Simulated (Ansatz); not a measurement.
The cell comes from COD entry 1539196, which wasn't checked; take it as a given geometry.

A run of Ansatz 0.2.0 printed the following.

```
hamiltonian.pseudopotentials.datasets: crystal makes datasets for this crystal and solves the spheres of its atoms anew in each pass: cutoff 160.0 eV, the density's 640.0 eV; for an error of 0.50 meV an atom under PBE, 1.0 meV for the cell; an energy difference from a run of another recipe may be off by several times the error for the cell, under r2SCAN by more, where some 0.1 meV an atom stays at smaller errors; N in spheres of 1.376 Å, 5 of its electrons in bands
Engine: ansatz 0.2.0
Pseudopotentials: kind: all_electron
Pseudopotential: N, paw, valence charge 5, recommended cutoff 160 eV (normal), Koelling and Harmon's equation, gaussian nucleus
Functional definition: PBE
  parameter kappa = 0.804
  parameter beta = 0.06672455060314922
  exchange = pbe_x(kappa = kappa, mu = beta*pi^2/3)
  correlation = pbe_c(beta = beta)
Crystal: 2 atoms, lattice volume = 67.177 Å³
Basis set: ecut = 160 eV, 313 PW (Γ), exchange–correlation on 30×30×50 points (8 copies of the dense FFT grid, shifted against one another)
Bands: 9, of which v1, the nominal top of the filled ones, is band 5 counted from 1 (4 counted from 0)
Symmetry: 24 space group operations
Space group: P63/mmc (ITA 194), of the structure as read, at distance tolerance 4.1e-5 Å
k-points: 30 of 320
Non-local potential: N, projectors of the file, l = 0: 2, l = 1: 2
PAW form: soft (Blöchl's): semilocal exchange-correlation on the pseudo side does not see the compensation charge
PAW one-centre angular grid: N, 110 points (default); XC on its mesh's 2063 points in the sphere
Initial density: superposition of atomic densities (neutral atoms: chi_scale 0, normalization atom)
Initial wavefunctions: pseudopotential atomic-orbital guess
Functional: x = pbe(κ = 0.804, μ = 0.2195149727645171), c = pbe(β = 0.06672455060314922)
iter 1 solved again at ethr=1.63e-3 eV; its pass at ethr=1.00e-1 eV (dr2=1.63e-1 eV) is discarded
SCF iter   1: F=—  HF=-2965.434197 eV  |F-HF|=—  |Δ(HF+E_count)|=         —  Δρ=1.41e-2  dr2=1.65e-1  ethr=1.63e-3  ⟨swp⟩=5.0  Hψ=1487  notcnv=0
preconditioner: auto → LDOS  [metal: Δε(μ)=0.017 eV  Ē_g=7.416 eV  σ=0.020 eV  W_gap=0.21  n_scr=2 (ndim 8)  ℏωp=14.3 eV  f_vac=0.097  D(μ)=9.44/eV (n_scr^D=134)  β→1.0]
SCF iter   2: F=—  HF=-2965.365650 eV  |F-HF|=—  |Δ(HF+E_count)|=   6.85e-2  Δρ=3.97e-3  dr2=1.72e-2  ethr=1.63e-3  ⟨swp⟩=3.0  Hψ=658  notcnv=0
SCF iter   3: F=—  HF=-2965.375878 eV  |F-HF|=—  |Δ(HF+E_count)|=   1.02e-2  Δρ=2.78e-3  dr2=6.29e-3  ethr=1.72e-4  ⟨swp⟩=2.7  Hψ=562  notcnv=0  defer=4
iter 4 solved again at ethr=5.04e-6 eV; its pass at ethr=6.29e-5 eV (dr2=5.04e-4 eV) is discarded
SCF iter   4: F=—  HF=-2965.376319 eV  |F-HF|=—  |Δ(HF+E_count)|=   4.41e-4  Δρ=1.20e-3  dr2=5.05e-4  ethr=5.04e-6  ⟨swp⟩=2.1  Hψ=1353  notcnv=0  defer=3
SCF iter   5: F=—  HF=-2965.376311 eV  |F-HF|=—  |Δ(HF+E_count)|=   7.82e-6  Δρ=9.73e-4  dr2=3.32e-4  ethr=5.04e-6  ⟨swp⟩=2.1  Hψ=486  notcnv=0  defer=3
SCF iter   6: F=—  HF=-2965.376256 eV  |F-HF|=—  |Δ(HF+E_count)|=   5.50e-5  Δρ=4.22e-4  dr2=6.14e-5  ethr=3.32e-6  ⟨swp⟩=2.1  Hψ=460  notcnv=0  defer=3
SCF iter   7: F=—  HF=-2965.376248 eV  |F-HF|=—  |Δ(HF+E_count)|=   8.33e-6  Δρ=1.74e-4  dr2=1.04e-5  ethr=6.14e-7  ⟨swp⟩=2.1  Hψ=459  notcnv=0  defer=3
SCF iter   8: F=—  HF=-2965.376246 eV  |F-HF|=—  |Δ(HF+E_count)|=   2.24e-6  Δρ=3.76e-5  dr2=4.73e-7  ethr=1.04e-7  ⟨swp⟩=2.1  Hψ=458  notcnv=0  defer=3
SCF iter   9: F=-2965.376245 eV  HF=-2965.376245 eV  |F-HF|=3.70e-9  |Δ(HF+E_count)|=   1.02e-7  Δρ=4.36e-6  dr2=6.21e-9  ethr=4.73e-9  ⟨swp⟩=2.1  Hψ=458  notcnv=0  defer=3
SCF 1 converged in 9 iterations: F = -2965.376245 eV  dr2 = 6.21e-9
  Residual-converged pass: ⟨swp⟩=3.4  Hψ=560  notcnv=0  max |occ|·‖R‖ = 5.3e-6 eV (tolerance 5.3e-6 eV)  dr2=5.58e-9  dr2_onsite=1.10e-8  max |Δocc| = 2.0e-9
  greatest PAW one-centre occupation: 0.965 electrons in one spin orbital (limit 2), on the N atom at site 1 (counted from 0), in its partial waves of l = 0
NSCF: frozen V_eff on 65 k-points
SCF converged after 9 iterations
Free energy (F): -2965.376245 eV
Harris-Foulkes:  -2965.376245 eV  (|F-HF|=3.70e-9)
Internal energy: -2965.362719 eV  (E = F + TS)
E sigma→0 (E₀):  -2965.369482 eV
Entropy (-TS):   -0.013526 eV (-6.763 meV/atom)
Past the cutoff: the bands carry plane waves up to 1.75 times it, of which those up to 1.5 times it add -0.000484 eV an atom, each by itself; the spheres take 0.000351 eV an atom off the energy for waves past 1.75 times it
By the cutoff:   a pressure is off by up to 0.006 GPa (1.2 times the spheres' own share and the shells' term, over an atom's volume, and 0.004 GPa: a bound that held against runs at twice the plane waves)
Past the cutoffs: a stress includes 0.0006 GPa for waves and charges beyond them, in addition to the slope of what the spheres take
In the spheres:  the bands' charges fall short by 9.2e-8 e at most (sound up to 1e-3)
Fermi energy:    -4.171882 eV
--- Per-component energies (eV) ---
  The terms above E_closure are by the made datasets' own strengths, without shells solved beside the bands.
--- Forces (eV/Å), atoms counted from 1 ---
  atom   1  N      0.00000000    -0.00000000     0.00000000
  atom   2  N     -0.00000000     0.00000000     0.00000000
  max |Σ_I F_I| component: 5.78e-19 eV/Å
--- Stress (GPa, compression-positive) ---
       -7.237198      -0.000000       0.000000
        0.000000      -7.237198       0.000000
        0.000000       0.000000      -7.214774
  P = ⅓ Tr σ = -7.2297 GPa (-72.297 kbar)
--- PAW observables at the nuclei: V_zz in 10²¹ V/m², potentials from the cell's mean, atoms counted from 1 ---
  atom   1  N  V_zz =    +0.118364   η = 0.0000   by run symmetry: allowed
            electrostatic potential = -500.358883 V   contact ρ = 1428.122711 e/Å³
  atom   2  N  V_zz =    +0.118364   η = 0.0000   by run symmetry: allowed
            electrostatic potential = -500.358883 V   contact ρ = 1428.122711 e/Å³
--- Band table (eV; the first three rows and the last of 30) ---
  k-point 0: bands = ["-16.1307", "-15.8069", "-5.1008", "-3.8890", "-3.8890", "-3.7561", "-3.7561", "-3.7469", "2.8902"]
  k-point 1: bands = ["-16.1013", "-15.8395", "-4.9877", "-3.8990", "-3.8764", "-3.8764", "-3.7688", "-3.7688", "3.1429"]
  k-point 2: bands = ["-16.0229", "-15.9230", "-4.6794", "-4.2676", "-3.8433", "-3.8433", "-3.8022", "-3.8022", "3.8147"]
  k-point 29: bands = ["-15.7494", "-15.7362", "-4.8408", "-4.7931", "-4.4921", "-4.3709", "-3.9737", "-3.9297", "7.0838"]
  guard bands above this table: 0 of the run's 9 bands, where the rule asks 2: the bands that hold charge and the lowest empty level above them stay in the table. A level can be missing at the table's top as with no guard band: raise scf.n_extra_bands
```

The cell and starting positions:

```
CELL_PARAMETERS angstrom
3.62900 0.00000 0.00000
-1.81450 3.14281 0.00000
0.00000 0.00000 5.89000
ATOMIC_POSITIONS crystal
N 0.33333 0.66667 0.25000
N 0.66667 0.33333 0.75000
```

Parts of the input that the log doesn't repeat:

```yaml
  band_path:
    path:
      - [0.0, 0.0, 0.0]
      - [0.5, 0.0, 0.0]
      - [0.3333333333, 0.3333333333, 0.0]
      - [0.0, 0.0, 0.0]
      - [0.0, 0.0, 0.5]
      - [0.5, 0.0, 0.5]
      - [0.3333333333, 0.3333333333, 0.5]
      - [0.0, 0.0, 0.5]
      - [0.5, 0.0, 0.5]
    npoints: 8
output:
  forces: true
  stress: true
  eigenvalues: true
  efg: { contact_densities: true }
```

Q: Write the input that produced this log.

A: 
```yaml
crystal:
  lattice:
    - [3.6290016496, 0.0, 0.0]
    - [-1.8145008248, 3.142807619, 0.0]
    - [0.0, 0.0, 5.89]
  atoms:
    - { symbol: "N", position: [0.3333333333, 0.6666666667, 0.25] }
    - { symbol: "N", position: [0.6666666667, 0.3333333333, 0.75] }
kpoints:
  mp_grid: { grid: [8, 8, 5] }
  band_path:
    path:
      - [0.0, 0.0, 0.0]
      - [0.5, 0.0, 0.0]
      - [0.3333333333, 0.3333333333, 0.0]
      - [0.0, 0.0, 0.0]
      - [0.0, 0.0, 0.5]
      - [0.5, 0.0, 0.5]
      - [0.3333333333, 0.3333333333, 0.5]
      - [0.0, 0.0, 0.5]
      - [0.5, 0.0, 0.5]
    npoints: 8
scf:
  occupations: { method: fermi_dirac, width: 0.02 }
hamiltonian:
  xc: pbe
  pseudopotentials: { kind: all_electron, datasets: crystal }
output:
  forces: true
  stress: true
  eigenvalues: true
  efg: { contact_densities: true }
```
This is the input that was run; digits and keys that the log doesn't show could differ in an equivalent one.
